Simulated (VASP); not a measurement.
# Li2S (Fm-3m) in VASP: further runs

The runs below take Li2S through phonons, dielectric tensor, with PBEsol.

Everything below comes from runs of VASP 6.6.1. Logs are shortened: lines on timing, memory, paths and dates and some standing lists are left out, and cuts for length are marked.

## (1) Starting point

The structure is cubic, space group Fm-3m (No. 225). The conventional cell has a = 5.654 Å, b = 5.654 Å, c = 5.654 Å, α = 90.00°, β = 90.00°, γ = 90.00°. Li (site symmetry -43m) has 4 S at 2.45 Å as nearest neighbours. S (site symmetry m-3m) has 8 Li at 2.45 Å as nearest neighbours.

## (2) Phonons, PBEsol

Input file POSCAR:

```
Li2S
1.0
    0.0000000000      2.8269536215      2.8269536215
    2.8269536215      0.0000000000      2.8269536215
    2.8269536215      2.8269536215      0.0000000000
  Li              S
     2     1
Direct
     0.2500000000000000    0.2500000000000000    0.2500000000000000
     0.7500000000000000    0.7500000000000000    0.7500000000000000
     0.0000000000000000    0.0000000000000000    0.0000000000000000
```

Input file INCAR.step1:

```
SYSTEM = Li2S
PREC = Accurate ; ENCUT = 600
EDIFF = 1E-8 ; ISMEAR = 0
SIGMA = 0.03 ; LREAL = .False.
LASPH = .True. ; NELM = 80
ALGO = Normal ; ISIF = 3
LWAVE = .False. ; LCHARG = .False.
GGA = PS ; KPAR = 2
IBRION = 2 ; NSW = 40
EDIFFG = -0.002
```

Input file INCAR.step2:

```
SYSTEM = Li2S
PREC = Accurate ; ENCUT = 600
EDIFF = 1E-8 ; ISMEAR = 0
SIGMA = 0.03 ; LREAL = .False.
LASPH = .True. ; NELM = 80
ALGO = Normal ; ISIF = 2
LWAVE = .False. ; LCHARG = .False.
GGA = PS ; KPAR = 2
IBRION = 6 ; NFREE = 2
POTIM = 0.015 ; NSW = 1
```

Input file KPOINTS:

```
Automatic mesh
0
Gamma
  8 8 8
  0 0 0
```

Potentials or basis: VASP PAW PBE potentials, release 64 (Li_sv, S).

Run with:

```console
cat potpaw_PBE.64/Li_sv/POTCAR potpaw_PBE.64/S/POTCAR > POTCAR
cp INCAR.step1 INCAR
mpirun -np 2 vasp_std > vasp.out
cp CONTCAR POSCAR
cp INCAR.step2 INCAR
mpirun -np 2 vasp_std > vasp.out
```

OUTCAR:

```text
SYSTEM = Li2S
   PREC = Accurate
   ENCUT = 600
   EDIFF = 1E-8
   ISMEAR = 0
   LREAL = .False.
   LASPH = .True.
   NELM = 80
   ISIF = 2
   GGA = PS
   IBRION = 6
   NFREE = 2
   POTIM = 0.015
   NSW = 1

 ion  position               nearest neighbor table
   1  0.250  0.250  0.250-   3 2.45   3 2.45   3 2.45   3 2.45
   2  0.750  0.750  0.750-   3 2.45   3 2.45   3 2.45   3 2.45
   3  0.000  0.000  0.000-   2 2.45   2 2.45   2 2.45   1 2.45   2 2.45   1 2.45   1 2.45   1 2.45

  LATTYP: Found a face centered cubic cell.
 ALAT       =     5.6539072430

  Lattice vectors:

 A1 = (   0.0000000000,   2.8269536215,   2.8269536215)
 A2 = (   2.8269536215,   0.0000000000,   2.8269536215)
 A3 = (   2.8269536215,   2.8269536215,   0.0000000000)

Analysis of symmetry for initial positions (statically):
=====================================================================
 Subroutine PRICEL returns:
 Original cell was already a primitive cell.

 Routine SETGRP: Setting up the symmetry group for a
 face centered cubic supercell.

 Subroutine GETGRP returns: Found 48 space group operations
 (whereof 48 operations were pure point group operations)
 out of a pool of 48 trial point group operations.

The static configuration has the point symmetry O_h .

Analysis of symmetry for dynamics (positions and initial velocities):
=====================================================================
 Subroutine PRICEL returns:
 Original cell was already a primitive cell.

 Routine SETGRP: Setting up the symmetry group for a
 face centered cubic supercell.

 Subroutine GETGRP returns: Found 48 space group operations
 (whereof 48 operations were pure point group operations)
 out of a pool of 48 trial point group operations.

The dynamic configuration has the point symmetry O_h .

 Subroutine INISYM returns: Found 48 space group operations
 (whereof 48 operations are pure point group operations),
 and found     1 'primitive' translations

----------------------------------------------------------------------------------------

                                     Primitive cell

  volume of cell :      45.1841

  direct lattice vectors                    reciprocal lattice vectors
     0.000000000  2.826953621  2.826953621    -0.176868837  0.176868837  0.176868837
     2.826953621  0.000000000  2.826953621     0.176868837 -0.176868837  0.176868837
     2.826953621  2.826953621  0.000000000     0.176868837  0.176868837 -0.176868837

  length of vectors
     3.997916152  3.997916152  3.997916152     0.306345812  0.306345812  0.306345812

  position of ions in fractional coordinates (direct lattice)
     0.250000000  0.250000000  0.250000000
     0.750000000  0.750000000  0.750000000
     0.000000000  0.000000000  0.000000000

  ion indices of the primitive-cell ions
   primitive index   ion index
                 1           1
                 2           2
                 3           3

----------------------------------------------------------------------------------------

 KPOINTS: Automatic mesh

Automatic generation of k-mesh.
 Grid dimensions read from file:
 generate k-points for:    8    8    8

 Generating k-lattice:

  Cartesian coordinates                     Fractional coordinates (reciprocal lattice)
    -0.022108605  0.022108605  0.022108605     0.125000000  0.000000000  0.000000000
     0.022108605 -0.022108605  0.022108605     0.000000000  0.125000000  0.000000000
     0.022108605  0.022108605 -0.022108605     0.000000000  0.000000000  0.125000000

  Length of vectors
     0.038293227  0.038293227  0.038293227

  Shift w.r.t. Gamma in fractional coordinates (k-lattice)
     0.000000000  0.000000000  0.000000000

 Subroutine IBZKPT returns following result:
 ===========================================

 Found     29 irreducible k-points:

 Following reciprocal coordinates:
            Coordinates               Weight
  0.000000  0.000000  0.000000      1.000000
  0.125000  0.000000  0.000000      8.000000
  0.250000  0.000000  0.000000      8.000000
  0.375000  0.000000  0.000000      8.000000
  0.500000  0.000000  0.000000      4.000000
  0.125000  0.125000  0.000000      6.000000
[... 16 lines left out ...]
  0.500000  0.250000  0.125000     48.000000
 -0.375000  0.250000  0.125000     24.000000
 [... further k-points ...]
   k-points           NKPTS =     29   k-points in BZ     NKDIM =     29   number of bands    NBANDS=     10
   number of dos      NEDOS =    301   number of ions     NIONS =      3
   total plane-waves  NPLWV =  32768
   dimension x,y,z NGX =    32 NGY =   32 NGZ =   32
   dimension x,y,z NGXF=    64 NGYF=   64 NGZF=   64
   ions per type =               2   1
   NGX,Y,Z   is equivalent  to a cutoff of  13.31, 13.31, 13.31 a.u.
   NGXF,Y,Z  is equivalent  to a cutoff of  26.61, 26.61, 26.61 a.u.
 SYSTEM =  Li2S
   PREC   = accura    normal or accurate (medium, high low for compatibility)
   ISTART =      0    job   : 0-new  1-cont  2-samecut
   ICHARG =      2    charge: 1-file 2-atom 10-const
   ISPIN  =      1    spin polarized calculation?
   LNONCOLLINEAR =      F non collinear calculations
   LSORBIT =      F    spin-orbit coupling
   LASPH  =      T    aspherical Exc in radial PAW
   ENCUT  =  600.0 eV  44.10 Ry    6.64 a.u.   7.98  7.98  7.98*2*pi/ulx,y,z
   NELM   =     80;   NELMIN=  2; NELMDL=  0     # of ELM steps
   EDIFF  = 0.1E-07   stopping-criterion for ELM
   LREAL  =      F    real-space projection
   EDIFFG = 0.1E-06   stopping-criterion for IOM
   NSW    =     73    number of steps for IOM
   IBRION =      6    ionic relax: 0-MD 1-quasi-New 2-CG
   NFREE  =      2    steps in history (QN), initial steepest desc. (CG)
   ISIF   =      2    stress and relaxation
   ISYM   =      2    0-nonsym 1-usesym 2-fastsym
   POTIM  = 0.0150    time-step for ionic-motion
   TEBEG  =    0.0;   TEEND  =   0.0 temperature during run
   PSTRESS=    0.0 pullay stress
   NELECT =      12.0000    total number of electrons
   NUPDOWN=      -1.0000    fix difference up-down
   EMIN   =  10.00;   EMAX   =-10.00  energy-range for DOS
   EFERMI =   0.00;   METHOD = LEGACY
   ISMEAR =     0;   SIGMA  =   0.03  broadening in eV -4-tet -1-fermi 0-gaus
   EFERMI_NEDOS =   21; number of points for ismear=-14 and -15
   IALGO  =     38    algorithm
   IMIX   =      4    mixing-type and parameters
     AMIX     =   0.40;   BMIX     =  1.00
     AMIX_MAG =   1.60;   BMIX_MAG =  1.00
  volume/ion in A,a.u.               =      15.06       101.64
  Fermi-wavevector in a.u.,A,eV,Ry     =   1.052301  1.988560 15.066234  1.107337
  Thomas-Fermi vector in A             =   2.187378
   LORBIT       =      0    0 simple, 1 ext, 2 COOP (PROOUT), +10 PAW based schemes
   GGA     = PS    functional components
   LHFCALC =     F    Hartree Fock is set to
   AEXX    =    0.0000 exact exchange contribution
   IVDW    =     0    specifies the selected vdW correction
   LEPSILON=     F    determine dielectric tensor
   LRPA    =     F    only Hartree local field effects (RPA)
 finite differences with symmetry
 non-spin polarized calculation
 Gauss-broadening in eV      SIGMA  =   0.03
  energy-cutoff  :      600.00
  volume of cell :       45.18
 maximum number of plane-waves:      1540
   NGX = 15   NGY = 15   NGZ = 15

--------------------------------------- Ionic step        1  -------------------------------------------

 number of electron      11.9999990 magnetization

 Free energy of the ion-electron system (eV)
  ---------------------------------------------------
  ext. energy  EPLUGINS =         0.00000000
  ---------------------------------------------------
  free energy    TOTEN  =       -12.37691091 eV

  energy without entropy =      -12.37691091  energy(sigma->0) =      -12.37691091

------------------------ aborting loop because EDIFF is reached ----------------------------------------

  FORCE on cell =-STRESS in cart. coord.  units (eV):
  Direction    XX          YY          ZZ          XY          YZ          ZX
  --------------------------------------------------------------------------------------
  -------------------------------------------------------------------------------------
  Total       -0.0020476     -0.0020476     -0.0020476      0.0000000     -0.0000000      0.0000000
  in kB       -0.0726042     -0.0726042     -0.0726042      0.0000000     -0.0000000      0.0000000
  external PRESSURE =      -0.0726042 kB  Pullay stress =       0.0000000 kB
[... 133 lines left out ...]
  energy  without entropy=      -12.3764524291  energy(sigma->0) =      -12.37645243

--------------------------------------- Ionic step        5  -------------------------------------------

 number of electron      11.9999990 magnetization

 Free energy of the ion-electron system (eV)
  ---------------------------------------------------
  ext. energy  EPLUGINS =         0.00000000
  ---------------------------------------------------
  free energy    TOTEN  =       -12.37645243 eV

  energy without entropy =      -12.37645243  energy(sigma->0) =      -12.37645243

 E-fermi :   1.8380     XC(G=0):  -8.7281

 val. band max:        1.5581117789   @ k =   0.0000   0.0000   0.0000
 cond. band min:       4.7607605259   @ k =   0.5000   0.5000   0.0000
 fundamental gap:      3.2026487470
 Fermi energy:         1.8380408085

 k-point     1 :       0.0000    0.0000    0.0000
  band No.  band energies     occupation
      1     -41.8976      2.00000
      2     -41.8472      2.00000
      3      -9.5232      2.00000
      4       1.5575      2.00000
      5       1.5575      2.00000
      6       1.5581      2.00000
      7       5.7829      0.00000
      8       7.7162      0.00000
      9       7.7165      0.00000
     10       7.7165      0.00000
[... 287 lines left out ...]
 k-point    24 :      -0.3750    0.2500    0.1250
  band No.  band energies     occupation
      1     -41.8715      2.00000
      2     -41.8715      2.00000
      3      -8.9952      2.00000
      4      -1.1359      2.00000
      5       0.2613      2.00000
      6       0.6069      2.00000
      7       7.3136      0.00000
      8       8.1781      0.00000
      9       9.9116      0.00000
     10      10.5647      0.00000

 [... further k-points ...]

------------------------ aborting loop because EDIFF is reached ----------------------------------------

  FORCE on cell =-STRESS in cart. coord.  units (eV):
  Direction    XX          YY          ZZ          XY          YZ          ZX
  --------------------------------------------------------------------------------------
  -------------------------------------------------------------------------------------
  Total       -0.0016875     -0.0003683     -0.0003683      0.0000000     -0.0000000      0.0000000
  in kB       -0.0598370     -0.0130600     -0.0130600      0.0000000     -0.0000000      0.0000000
  external PRESSURE =      -0.0286523 kB  Pullay stress =       0.0000000 kB
[... 18 lines left out ...]
  FREE ENERGIE OF THE ION-ELECTRON SYSTEM (eV)
  ---------------------------------------------------
  free  energy   TOTEN  =       -12.3764524306 eV

  energy  without entropy=      -12.3764524306  energy(sigma->0) =      -12.37645243

 INTERNAL STRAIN TENSORS FROM DISPLACED ATOMS
 ============================================

 INTERNAL STRAIN TENSOR FOR ION    1 for displacements in x,y,z  (eV/Angst):
          X           Y           Z          XY          YZ          ZX
  --------------------------------------------------------------------------------
  x     0.00000     0.00000     0.00000     0.00000    -1.40503     0.00000
  y     0.00000     0.00000     0.00000     0.00000     0.00000    -1.40503
  z     0.00000     0.00000     0.00000    -1.40503     0.00000     0.00000

 INTERNAL STRAIN TENSOR FOR ION    3 for displacements in x,y,z  (eV/Angst):
          X           Y           Z          XY          YZ          ZX
  --------------------------------------------------------------------------------
  x     0.00000     0.00000     0.00000     0.00000     0.00000     0.00000
  y     0.00000     0.00000     0.00000     0.00000     0.00000     0.00000
  z     0.00000     0.00000     0.00000     0.00000     0.00000     0.00000

 Eigenvectors and eigenvalues of the dynamical matrix
 ----------------------------------------------------

   1 f  =   11.508870 THz    72.312363 2PiTHz  383.894579 cm-1    47.596840 meV
             X         Y         Z           dx          dy          dz
      1.413477  1.413477  1.413477    -0.167586    0.313907    0.611046
      4.240430  4.240430  4.240430     0.167586   -0.313907   -0.611046
      0.000000  0.000000  0.000000    -0.000000    0.000000    0.000000

   2 f  =   11.508870 THz    72.312363 2PiTHz  383.894579 cm-1    47.596840 meV
             X         Y         Z           dx          dy          dz
      1.413477  1.413477  1.413477     0.686386    0.050786    0.162159
      4.240430  4.240430  4.240430    -0.686386   -0.050786   -0.162159
      0.000000  0.000000  0.000000    -0.000000    0.000000    0.000000
[... 37 lines left out ...]
   9 f/i=    0.007444 THz     0.046773 2PiTHz    0.248309 cm-1     0.030786 meV
             X         Y         Z           dx          dy          dz
      1.413477  1.413477  1.413477     0.000000    0.000000   -0.390444
      4.240430  4.240430  4.240430     0.000000    0.000000   -0.390444
      0.000000  0.000000  0.000000     0.000000    0.000000   -0.833731

 ELASTIC MODULI CONTR FROM IONIC RELAXATION (kBar)
 Direction    XX          YY          ZZ          XY          YZ          ZX
 --------------------------------------------------------------------------------
 XX          -0.0000     -0.0000     -0.0000      0.0000      0.0000      0.0000
 YY          -0.0000     -0.0000     -0.0000      0.0000      0.0000      0.0000
 ZZ          -0.0000     -0.0000     -0.0000      0.0000      0.0000      0.0000
 XY           0.0000      0.0000      0.0000    -36.8506     -0.0000     -0.0000
 YZ           0.0000      0.0000      0.0000     -0.0000    -36.8506     -0.0000
 ZX           0.0000      0.0000      0.0000     -0.0000     -0.0000    -36.8506
 --------------------------------------------------------------------------------
```

Run time: 56 s. Hardware: 2 MPI ranks of Intel Xeon Platinum 8488C (Sapphire Rapids), shared host; peak memory 0.22 GiB.

What came out:

```yaml
Highest_phonon_frequency_at_Γ_LO-TO_splitting_left_out: 384 cm⁻¹
```

Phonon frequencies in cm⁻¹ (negative: imaginary):
```csv
q point,frequencies
"(0.000, 0.000, 0.000)",0 0 0 337 337 337 384 384 384
```

Caveat: the cutoff is under 1.25 times the usual one of these potentials, so pressure, stress and relaxed cells hold a basis-set (Pulay) error; the PAW data sets were made with another functional, which shifts forces and pressure a little.

[end of part 1 of 2]
